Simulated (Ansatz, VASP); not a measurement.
Given: the input of a run of VASP 6.6.1 on Bi.

Contents of INCAR:

```
SYSTEM = Bi
  PREC = Accurate
  ENCUT = 520
  EDIFF = 1E-6
  ISMEAR = -1
  SIGMA = 0.05
  LREAL = .False.
  LASPH = .True.
  NELM = 60
  ALGO = Fast
  ISIF = 2
  LWAVE = .False.
  LCHARG = .False.
  NBANDS = 22
```

The input KPOINTS:

```
Automatic mesh
0
Gamma
  8 8 4
  0 0 0
```

The input POSCAR:

```
Bi
1.0
    3.2598230713      0.0000000000      0.0000000000
    0.0000000000      3.2429793280      0.0000000000
   -0.0809877086      0.0000000000      6.4865647921
Bi
2
Direct
    0.5442472500      0.0000000000      0.7495778900
    0.4557527500      0.0000000000      0.2504221100
```

Potentials or basis: VASP PAW LDA potentials, release 64 (Bi_d).

Command:

```bash
$ cat potpaw_LDA.64/Bi_d/POTCAR > POTCAR
$ mpirun -np 1 vasp_std > vasp.out
```

**Question.** Set up the same calculation for Ansatz 0.2.0. Potentials there: Ansatz PAW.

**Answer.** As run (the cutoff follows the program's own potentials):

The input input.yaml:

```yaml
crystal:
  lattice:
    - [3.2598230713, 0.0, 0.0]
    - [0.0, 3.242979328, 0.0]
    - [-0.0809877086, 0.0, 6.4865647921]
  atoms:
    - { symbol: Bi, position: [0.54424725, 0.0, 0.74957789] }
    - { symbol: Bi, position: [0.45575275, 0.0, 0.25042211] }
hamiltonian:
  xc: lda
  pseudopotentials: { kind: paw }
kpoints:
  mp_grid: { grid: [8, 8, 4] }
scf:
  occupations: { method: fermi_dirac, width: 0.05 }
output:
  forces: true
  stress: true
  eigenvalues: true
```

Potentials or basis: Ansatz PAW.

Command:

```console
$ ansatz run input.yaml --threads 1 --pin off --max-ram 3584MiB --backend cpu --events-out ev --progress --plain --runs-dir out
```

Both were run:

|  | VASP | Ansatz | Ansatz less VASP |
| --- | --- | --- | --- |
| gap on the k mesh at the Fermi level (eV) | none | none | - |
| pressure (GPa) | -2.6 | -2.7 | -0.06 |
| largest component of the traceless stress (GPa) | 0.54 | 0.53 | -0.006 |
| rms of the force components (eV/Å) | 0.013 | 0.014 | +0.0010 |

Atom by atom the forces differ by 0.001 eV/Å (rms over components). A gap of «none» marks a metal or a gap that the smearing closes.

Caveats: spin-orbit coupling is left out, which moves the levels of the heavy elements; the PAW data sets come from PBE, with cores solved anew for the run's functional, which leaves a small shift of forces and pressure (Ansatz).
